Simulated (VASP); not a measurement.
# GaN (Cmc2_1) in VASP: notebook

Runs on GaN. Level: LDA. Tasks: relaxation of cell and atoms, electrostatic potential.

Everything below comes from runs of VASP 6.6.1. Logs are shortened: lines on timing, memory, paths and dates and some standing lists are left out, and cuts for length are marked.

**1. The crystal as given**

The structure is orthorhombic, space group Cmc2_1 (No. 36). Conventional cell: a = 3.156 Å, b = 5.613 Å, c = 5.113 Å, α = 90.00°, β = 90.00°, γ = 90.00°. Around Ga (site symmetry m) lie 4 N at 1.93 to 1.97 Å. N (site symmetry m) has 4 Ga at 1.93 to 1.97 Å as nearest neighbours.

The cell was built by a generator and isn't the measured one.

**2. Relaxation of cell and atoms, LDA**

Input file INCAR:

```
SYSTEM = GaN
ALGO = Normal
EDIFF = 1E-6
EDIFFG = -0.02
ENCUT = 600
IBRION = 2
ISIF = 3
ISMEAR = 0
KPAR = 2
LASPH = .True.
LATTICE_CONSTRAINTS = .FALSE. .FALSE. .TRUE.
LCHARG = .False.
LREAL = .False.
LWAVE = .False.
NELM = 100
NSW = 60
PREC = Accurate
SIGMA = 0.02
```

Input file KPOINTS:

```
k-points
0
Gamma
  8 5 4
  0 0 0
```

Input file POSCAR:

```
GaN
1.0
    3.1561577557      0.0000000000      0.0000000000
    0.0000000000      5.1129755643      0.0000000000
    0.0000000000      0.0000000000      5.6131405250
Ga N
4 4
Direct
    0.0000000000      0.0000000000      0.3333333333
    0.5000000000      0.0000000000      0.8333333333
    0.5000000000      0.5000000000      0.1666666667
    0.0000000000      0.5000000000      0.6666666667
    0.0000000000      0.6220000000      0.3333333333
    0.5000000000      0.6220000000      0.8333333333
    0.5000000000      0.1220000000      0.1666666667
    0.0000000000      0.1220000000      0.6666666667
```

Potentials or basis: VASP PAW LDA potentials, release 64 (Ga_d, N).

The run is started by

```bash
cat potpaw_LDA.64/Ga_d/POTCAR potpaw_LDA.64/N/POTCAR > POTCAR
mpirun -np 2 vasp_std > vasp.out
```

OUTCAR:

```text
SYSTEM = GaN
   EDIFF = 1E-6
   EDIFFG = -0.02
   ENCUT = 600
   IBRION = 2
   ISIF = 3
   ISMEAR = 0
   LASPH = .True.
   LREAL = .False.
   NELM = 100
   NSW = 60
   PREC = Accurate

 ion  position               nearest neighbor table
   1  0.000  0.000  0.333-   5 1.93   7 1.94   7 1.94   8 1.97
   2  0.500  0.000  0.833-   6 1.93   8 1.94   8 1.94   7 1.97
   3  0.500  0.500  0.167-   7 1.93   5 1.94   5 1.94   6 1.97
   4  0.000  0.500  0.667-   8 1.93   6 1.94   6 1.94   5 1.97
   5  0.000  0.622  0.333-   1 1.93   3 1.94   3 1.94   4 1.97
   6  0.500  0.622  0.833-   2 1.93   4 1.94   4 1.94   3 1.97
   7  0.500  0.122  0.167-   3 1.93   1 1.94   1 1.94   2 1.97
   8  0.000  0.122  0.667-   4 1.93   2 1.94   2 1.94   1 1.97

  LATTYP: Found a simple orthorhombic cell.
 ALAT       =     3.1561577557
 B/A-ratio  =     1.6200000000
 C/A-ratio  =     1.7784727379

  Lattice vectors:

 A1 = (   3.1561577557,   0.0000000000,   0.0000000000)
 A2 = (   0.0000000000,   5.1129755643,   0.0000000000)
 A3 = (   0.0000000000,   0.0000000000,   5.6131405250)

Analysis of symmetry for initial positions (statically):
=====================================================================
 Subroutine PRICEL returns following result:

  LATTYP: Found a base centered orthorhombic cell.
 ALAT       =     3.1561577557
 B/A-ratio  =     1.7784727379
 C/A-ratio  =     1.6200000000

  Lattice vectors:

 A1 = (   1.5780788778,   0.0000000000,   2.8065702625)
 A2 = (   1.5780788779,   0.0000000000,  -2.8065702625)
 A3 = (   0.0000000000,   5.1129755643,   0.0000000000)

   2 primitive cells build up your supercell.

 Routine SETGRP: Setting up the symmetry group for a
 simple orthorhombic supercell.

 Subroutine GETGRP returns: Found  4 space group operations
 (whereof  2 operations were pure point group operations)
 out of a pool of  8 trial point group operations.

The static configuration has the point symmetry C_1h.
 The point group associated with its full space group is C_2v.

Analysis of symmetry for dynamics (positions and initial velocities):
=====================================================================
 Subroutine PRICEL returns following result:

  LATTYP: Found a base centered orthorhombic cell.
 ALAT       =     3.1561577557
 B/A-ratio  =     1.7784727379
 C/A-ratio  =     1.6200000000

  Lattice vectors:

[... 125 lines left out ...]
   ISYM   =      2    0-nonsym 1-usesym 2-fastsym
   POTIM  = 0.5000    time-step for ionic-motion
   TEBEG  =    0.0;   TEEND  =   0.0 temperature during run
   PSTRESS=    0.0 pullay stress
   NELECT =      72.0000    total number of electrons
   NUPDOWN=      -1.0000    fix difference up-down
   EMIN   =  10.00;   EMAX   =-10.00  energy-range for DOS
   EFERMI =   0.00;   METHOD = LEGACY
   ISMEAR =     0;   SIGMA  =   0.02  broadening in eV -4-tet -1-fermi 0-gaus
   EFERMI_NEDOS =   21; number of points for ismear=-14 and -15
   IALGO  =     38    algorithm
   IMIX   =      4    mixing-type and parameters
     AMIX     =   0.40;   BMIX     =  1.00
     AMIX_MAG =   1.60;   BMIX_MAG =  1.00
  volume/ion in A,a.u.               =      11.32        76.41
  Fermi-wavevector in a.u.,A,eV,Ry     =   1.516490  2.865751 31.289889  2.299742
  Thomas-Fermi vector in A             =   2.625873
   LORBIT       =      0    0 simple, 1 ext, 2 COOP (PROOUT), +10 PAW based schemes
   GGA     = CA    functional components
   LHFCALC =     F    Hartree Fock is set to
   AEXX    =    0.0000 exact exchange contribution
   IVDW    =     0    specifies the selected vdW correction
   LEPSILON=     F    determine dielectric tensor
   LRPA    =     F    only Hartree local field effects (RPA)
 conjugate gradient relaxation of ions
 non-spin polarized calculation
 Gauss-broadening in eV      SIGMA  =   0.02
  energy-cutoff  :      600.00
  volume of cell :       90.58
 maximum number of plane-waves:      3042
 NGX is ok and might be reduce to    28
   NGX = 13   NGY = 21   NGZ = 23

--------------------------------------- Ionic step        1  -------------------------------------------

 number of electron      71.9999997 magnetization

 Free energy of the ion-electron system (eV)
  ---------------------------------------------------
  ext. energy  EPLUGINS =         0.00000000
  ---------------------------------------------------
  free energy    TOTEN  =       -55.75053382 eV

  energy without entropy =      -55.75053382  energy(sigma->0) =      -55.75053382

------------------------ aborting loop because EDIFF is reached ----------------------------------------

  FORCE on cell =-STRESS in cart. coord.  units (eV):
  Direction    XX          YY          ZZ          XY          YZ          ZX
  --------------------------------------------------------------------------------------
  -------------------------------------------------------------------------------------
  Total       -0.9247640      0.5196007     -5.4863919      0.0000000      0.0000000      0.0000000
  in kB      -16.3569810      9.1905600    -97.0418507      0.0000000      0.0000000      0.0000000
  external PRESSURE =     -34.7360906 kB  Pullay stress =       0.0000000 kB
[... 323 lines left out ...]
--------------------------------------- Ionic step        9  -------------------------------------------

 number of electron      72.0000000 magnetization

 Free energy of the ion-electron system (eV)
  ---------------------------------------------------
  ext. energy  EPLUGINS =         0.00000000
  ---------------------------------------------------
  free energy    TOTEN  =       -55.81982414 eV

  energy without entropy =      -55.81982414  energy(sigma->0) =      -55.81982414

 E-fermi :   5.5610     XC(G=0): -12.2986

 val. band max:        5.4330028992   @ k =   0.0000   0.0000   0.0000
 cond. band min:       7.5995447648   @ k =   0.0000   0.0000   0.0000
 fundamental gap:      2.1665418655
 Fermi energy:         5.5610485155

 k-point     1 :       0.0000    0.0000    0.0000
  band No.  band energies     occupation
      1     -10.7023      2.00000
      2      -9.7320      2.00000
      3      -9.7179      2.00000
      4      -9.5479      2.00000
      5      -8.1426      2.00000
      6      -8.1287      2.00000
[... 1093 lines left out ...]
     42      12.6598      0.00000
     43      13.5246      0.00000

 [... further k-points ...]

------------------------ aborting loop because EDIFF is reached ----------------------------------------

  FORCE on cell =-STRESS in cart. coord.  units (eV):
  Direction    XX          YY          ZZ          XY          YZ          ZX
  --------------------------------------------------------------------------------------
  -------------------------------------------------------------------------------------
  Total        0.2716863      1.3830540     -0.0068779      0.0000000      0.0000000      0.0000000
  in kB        4.9239672     25.0660872     -0.1246526      0.0000000      0.0000000      0.0000000
  external PRESSURE =       9.9551339 kB  Pullay stress =       0.0000000 kB
[... 23 lines left out ...]
  FREE ENERGIE OF THE ION-ELECTRON SYSTEM (eV)
  ---------------------------------------------------
  free  energy   TOTEN  =       -55.8198241372 eV

  energy  without entropy=      -55.8198241372  energy(sigma->0) =      -55.81982414

 reached required accuracy - stopping structural energy minimisation
```

CONTCAR:

```text
GaN
   1.00000000000000
     3.1561577556999998    0.0000000000000000    0.0000000000000000
     0.0000000000000000    5.1129755643000001    0.0000000000000000
     0.0000000000000000    0.0000000000000000    5.4781101192733903
  Ga              N
     4     4
Direct
     0.0000000000000000    0.9998330870124120    0.3333618175453100
     0.5000000000000000    0.9998330870124120    0.8333618175453100
     0.5000000000000000    0.4998330870124121    0.1666381824546900
     0.0000000000000000    0.4998330870124121    0.6666381824546900
     0.0000000000000000    0.6221669129875878    0.3335703114902319
     0.5000000000000000    0.6221669129875878    0.8335703114902321
     0.5000000000000000    0.1221669129875879    0.1664296885097681
     0.0000000000000000    0.1221669129875879    0.6664296885097679

  0.00000000E+00  0.00000000E+00  0.00000000E+00
  0.00000000E+00  0.00000000E+00  0.00000000E+00
  0.00000000E+00  0.00000000E+00  0.00000000E+00
  0.00000000E+00  0.00000000E+00  0.00000000E+00
  0.00000000E+00  0.00000000E+00  0.00000000E+00
  0.00000000E+00  0.00000000E+00  0.00000000E+00
  0.00000000E+00  0.00000000E+00  0.00000000E+00
  0.00000000E+00  0.00000000E+00  0.00000000E+00
```

Wall time 4.3 min (2 MPI ranks of Intel Xeon 6975P-C (Granite Rapids), shared host); peak memory 0.29 GiB.

What came out:

```yaml
Free_energy: -55.8198 eV
Relaxed_volume: 11.05 Å³/atom
Relaxed_cell: a = 3.156 Å, b = 5.113 Å, c = 5.478 Å, α = 90.00°, β = 90.00°, γ = 90.00°
Space_group_after_relaxing_to_0.05_Å: P6_3mc (No. 186)
Energy_gained_by_relaxing: 8.7 meV/atom
Ionic_steps: 9
Pressure_after_relaxing: 1.0 GPa
Band_gap_on_the_k_mesh: 2.17 eV
```

Forces on the atoms (eV/Å):
```
Ga   0.000  0.002  0.002
Ga   0.000  0.002  0.002
Ga   0.000  0.002 -0.002
Ga   0.000  0.002 -0.002
N    0.000 -0.002  0.000
N    0.000 -0.002  0.000
N    0.000 -0.002  0.000
N    0.000 -0.002  0.000
```

Step by step:
| step | energy change (eV) | largest force (eV/Å) | pressure (GPa) | volume (Å³) |
| --- | --- | --- | --- | --- |
| 1 | 0.0000 | 0.2421 | -3.47 | 90.58 |
| 2 | -0.0371 | 0.4203 | 3.05 | 87.58 |
| 3 | -0.0656 | 0.1245 | 0.36 | 88.73 |
| 4 | -0.0656 | 0.1159 | 0.17 | 88.76 |
| 5 | -0.0691 | 0.0139 | 0.75 | 88.53 |
| 6 | -0.0692 | 0.0111 | 0.85 | 88.47 |
| 7 | -0.0692 | 0.0144 | 0.88 | 88.46 |
| 8 | -0.0692 | 0.0094 | 1.18 | 88.35 |
| 9 | -0.0693 | 0.0025 | 1.00 | 88.40 |

Final structure:
```
Ga N
1.0
     3.15616    0.00000    0.00000
     0.00000    5.11298    0.00000
     0.00000    0.00000    5.47811
Ga N
4 4
Direct
  0.00000 0.99983 0.33336
  0.50000 0.99983 0.83336
  0.50000 0.49983 0.16664
  0.00000 0.49983 0.66664
  0.00000 0.62217 0.33357
  0.50000 0.62217 0.83357
  0.50000 0.12217 0.16643
  0.00000 0.12217 0.66643
```

Levels at points of the mesh, in eV from the valence-band top:
| k point | band 32 | band 33 | band 34 | band 35 | band 36 | band 37 | band 38 | band 39 | band 40 | band 41 |
| --- | --- | --- | --- | --- | --- | --- | --- | --- | --- | --- |
| (0.00, 0.00, 0.00) | -1.10 | -1.04 | -0.01 | -0.01 | 0.00 | 2.17 | 4.31 | 4.98 | 5.70 | 6.06 |
| (0.50, 0.00, 0.00) | -4.13 | -2.19 | -2.19 | -2.00 | -2.00 | 5.66 | 5.66 | 6.85 | 6.85 | 7.74 |
| (0.00, 0.00, 0.50) | -2.10 | -0.74 | -0.74 | -0.52 | -0.52 | 4.46 | 4.46 | 5.96 | 5.96 | 7.39 |
| (0.50, 0.00, 0.50) | -2.92 | -2.32 | -2.32 | -1.06 | -1.06 | 4.94 | 4.94 | 5.67 | 5.67 | 6.05 |

**3. Electrostatic potential, LDA**

This run uses another cell than the first one, of 11.05 Å³/atom, 0.976 times its volume.

Input file INCAR:

```
SYSTEM = GaN
ALGO = Normal
EDIFF = 1E-6
ENCUT = 520
ISIF = 2
ISMEAR = 0
KPAR = 2
LASPH = .True.
LCHARG = .True.
LREAL = .False.
LVHAR = .True.
LWAVE = .False.
NELM = 100
PREC = Accurate
SIGMA = 0.02
```

KPOINTS is that of step 2.

Input file POSCAR:

```
GaN                                     
1.0
    3.1561577557      0.0000000000      0.0000000000
    0.0000000000      5.1129755643      0.0000000000
    0.0000000000      0.0000000000      5.4781101193
  Ga              N             
     4     4
Direct
     0.0000000000000000    0.9998330870124120    0.3333618175453100
     0.5000000000000000    0.9998330870124120    0.8333618175453100
     0.5000000000000000    0.4998330870124121    0.1666381824546900
     0.0000000000000000    0.4998330870124121    0.6666381824546900
     0.0000000000000000    0.6221669129875878    0.3335703114902319
     0.5000000000000000    0.6221669129875878    0.8335703114902321
     0.5000000000000000    0.1221669129875879    0.1664296885097681
     0.0000000000000000    0.1221669129875879    0.6664296885097679
```

Potentials or basis: VASP PAW LDA potentials, release 64 (Ga_d, N).

The run is started by

```bash
cat potpaw_LDA.64/Ga_d/POTCAR potpaw_LDA.64/N/POTCAR > POTCAR
mpirun -np 2 vasp_std > vasp.out
```

Run time: 34 s. Hardware: 2 MPI ranks of Intel Xeon 6975P-C (Granite Rapids), shared host; peak memory 0.24 GiB.

The run converged. Its results:

* Free energy: -55.8157 eV
* Pressure: 1.1 GPa
* Band gap on the k mesh: 2.17 eV

Forces on the atoms (eV/Å):
```
Ga   0.000  0.001  0.001
Ga   0.000  0.001  0.001
Ga   0.000  0.001 -0.001
Ga   0.000  0.001 -0.001
N    0.000 -0.001  0.000
N    0.000 -0.001  0.000
N    0.000 -0.001  0.000
N    0.000 -0.001  0.000
```

Stress tensor (GPa, compression positive):
```
0.64 0.00 0.00
0.00 2.65 0.00
0.00 0.00 0.15
```

Levels at points of the mesh, in eV from the valence-band top:
| k point | band 33 | band 34 | band 35 | band 36 | band 37 | band 38 | band 39 | band 40 |
| --- | --- | --- | --- | --- | --- | --- | --- | --- |
| (0.00, 0.00, 0.00) | -1.04 | -0.01 | -0.01 | 0.00 | 2.17 | 4.31 | 4.98 | 5.70 |
| (0.50, 0.00, 0.00) | -2.19 | -2.19 | -2.00 | -2.00 | 5.66 | 5.66 | 6.85 | 6.85 |
| (0.00, 0.00, 0.50) | -0.74 | -0.74 | -0.52 | -0.52 | 4.46 | 4.46 | 5.96 | 5.96 |
| (0.50, 0.00, 0.50) | -2.32 | -2.32 | -1.06 | -1.06 | 4.94 | 4.94 | 5.67 | 5.67 |

As with any semilocal functional, this LDA gap is likely too small.
